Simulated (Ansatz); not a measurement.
# Eigenvalues along a path: ZnS (rocksalt type)

```yaml
crystal:
  lattice:
    - [0.00000, 2.48325, 2.48325]
    - [2.48325, 0.00000, 2.48325]
    - [2.48325, 2.48325, 0.00000]
  atoms:
    - { symbol: Zn, position: [0.00000, 0.00000, 0.00000] }
    - { symbol: S, position: [0.50000, 0.50000, 0.50000] }
```

The cell comes from a relaxation on PAW files under the same functional, begun from a prototype that needn't be the stable phase.

All numbers are LDA results (scalar-relativistic) from Ansatz 0.2.0, with a Γ-centred 16×16×16 k mesh, Fermi–Dirac smearing of 0.08 eV, no spin polarisation. Methods: LAPW: all electrons, basis error target 1 meV/atom.

Path points, in fractions of the reciprocal vectors: Γ (0.000, 0.000, 0.000), X (0.500, 0.000, 0.500), U (0.625, 0.250, 0.625), K (0.375, 0.375, 0.750), L (0.500, 0.500, 0.500), W (0.500, 0.250, 0.750). The distance column jumps between branches of the path. Levels in eV from the Fermi level; bands 9 to 19, counted from the lowest band of the run. The gap is zero, the pressure 0.02 GPa.

```
# k(1/Å) point b9 b10 b11 b12 b13 b14 b15 b16 b17 b18 b19
0.000 Γ -14.51 -6.71 -6.71 -6.70 -6.70 -6.70 -0.77 -0.77 -0.77 2.10 8.81
0.181 - -14.42 -6.76 -6.71 -6.71 -6.69 -6.69 -1.24 -0.89 -0.89 2.77 8.33
0.361 - -14.16 -6.89 -6.73 -6.69 -6.67 -6.67 -2.04 -1.20 -1.20 3.96 7.13
0.542 - -13.76 -7.06 -6.77 -6.67 -6.63 -6.63 -2.75 -1.63 -1.63 3.62 6.61
0.723 - -13.28 -7.15 -6.81 -6.65 -6.58 -6.58 -3.40 -2.11 -2.11 1.93 5.93
0.904 - -12.82 -7.05 -6.85 -6.63 -6.51 -6.51 -4.11 -2.52 -2.52 0.51 5.44
1.084 - -12.48 -6.87 -6.64 -6.61 -6.46 -6.46 -4.98 -2.81 -2.81 -0.33 5.14
1.265 X -12.36 -6.88 -6.61 -6.44 -6.44 -5.91 -5.89 -2.92 -2.92 -0.60 5.05
1.329 - -12.36 -6.88 -6.61 -6.45 -6.44 -5.91 -5.86 -3.02 -2.90 -0.49 5.09
1.393 - -12.35 -6.88 -6.63 -6.50 -6.44 -5.93 -5.78 -3.28 -2.83 -0.22 5.21
1.457 - -12.33 -6.89 -6.66 -6.55 -6.44 -5.95 -5.67 -3.62 -2.73 0.13 5.41
1.521 - -12.31 -6.89 -6.70 -6.60 -6.45 -5.99 -5.53 -3.96 -2.60 0.51 5.69
1.585 - -12.28 -6.91 -6.75 -6.66 -6.45 -6.05 -5.36 -4.28 -2.43 0.88 6.03
1.649 - -12.26 -6.94 -6.80 -6.70 -6.46 -6.12 -5.18 -4.54 -2.23 1.24 6.40
1.712 U -12.25 -6.99 -6.85 -6.74 -6.47 -6.20 -4.99 -4.74 -2.02 1.58 6.77
2.487 K -12.25 -6.99 -6.85 -6.74 -6.47 -6.20 -4.99 -4.74 -2.02 1.58 6.77
2.679 - -12.32 -7.24 -6.97 -6.82 -6.50 -6.37 -5.00 -4.31 -1.28 2.58 7.37
2.871 - -12.62 -7.35 -7.03 -6.84 -6.54 -6.44 -4.90 -3.54 -0.57 3.62 6.56
3.062 - -13.12 -7.20 -7.02 -6.82 -6.58 -6.49 -4.51 -2.71 -0.11 4.81 6.10
3.254 - -13.66 -6.97 -6.95 -6.79 -6.62 -6.56 -3.77 -1.93 -0.10 5.05 6.27
3.446 - -14.11 -6.84 -6.81 -6.74 -6.66 -6.63 -2.70 -1.30 -0.37 3.97 7.57
3.637 - -14.41 -6.75 -6.73 -6.71 -6.69 -6.68 -1.48 -0.90 -0.66 2.79 8.28
3.829 Γ -14.51 -6.71 -6.71 -6.70 -6.70 -6.70 -0.77 -0.77 -0.77 2.10 8.81
3.985 - -14.44 -6.73 -6.73 -6.71 -6.69 -6.69 -1.33 -0.75 -0.75 2.59 8.40
4.142 - -14.24 -6.79 -6.79 -6.74 -6.66 -6.66 -2.43 -0.68 -0.68 3.44 7.74
4.299 - -13.93 -6.87 -6.87 -6.82 -6.62 -6.62 -3.60 -0.57 -0.57 4.03 7.39
4.455 - -13.52 -6.98 -6.95 -6.95 -6.58 -6.58 -4.62 -0.44 -0.44 4.11 6.59
4.612 - -13.08 -7.29 -7.03 -7.03 -6.53 -6.53 -5.33 -0.30 -0.30 3.90 5.87
4.768 - -12.70 -7.68 -7.08 -7.08 -6.51 -6.51 -5.67 -0.20 -0.20 3.70 5.41
4.925 L -12.55 -7.87 -7.10 -7.10 -6.50 -6.50 -5.76 -0.16 -0.16 3.62 5.25
5.052 - -12.53 -7.82 -7.09 -7.08 -6.50 -6.50 -5.76 -0.51 -0.27 3.92 4.90
5.180 - -12.48 -7.69 -7.06 -7.04 -6.49 -6.49 -5.73 -1.28 -0.62 4.32 4.46
5.308 - -12.41 -7.50 -7.02 -6.98 -6.49 -6.47 -5.66 -2.16 -1.20 3.89 4.95
5.436 - -12.33 -7.29 -6.96 -6.91 -6.48 -6.41 -5.53 -2.99 -1.93 3.66 5.43
5.564 - -12.26 -7.11 -6.89 -6.86 -6.47 -6.29 -5.27 -3.70 -2.72 3.57 5.94
5.691 - -12.21 -7.02 -6.85 -6.84 -6.44 -6.13 -4.86 -4.23 -3.49 3.55 6.43
5.819 W -12.19 -6.99 -6.83 -6.83 -6.43 -6.05 -4.44 -4.44 -4.04 3.55 6.68
5.910 - -12.20 -6.96 -6.85 -6.80 -6.43 -6.04 -4.73 -4.14 -4.01 3.22 7.06
6.000 - -12.22 -6.90 -6.87 -6.75 -6.43 -6.03 -5.01 -3.92 -3.84 2.49 6.84
6.090 - -12.26 -6.88 -6.82 -6.70 -6.44 -6.01 -5.26 -3.77 -3.55 1.66 6.25
6.181 - -12.30 -6.88 -6.73 -6.62 -6.44 -5.97 -5.49 -3.56 -3.30 0.86 5.75
6.271 - -12.33 -6.88 -6.66 -6.54 -6.44 -5.94 -5.69 -3.29 -3.10 0.15 5.37
6.361 - -12.35 -6.88 -6.62 -6.47 -6.44 -5.92 -5.84 -3.04 -2.96 -0.38 5.13
6.452 X -12.36 -6.88 -6.61 -6.44 -6.44 -5.91 -5.89 -2.92 -2.92 -0.60 5.05
```
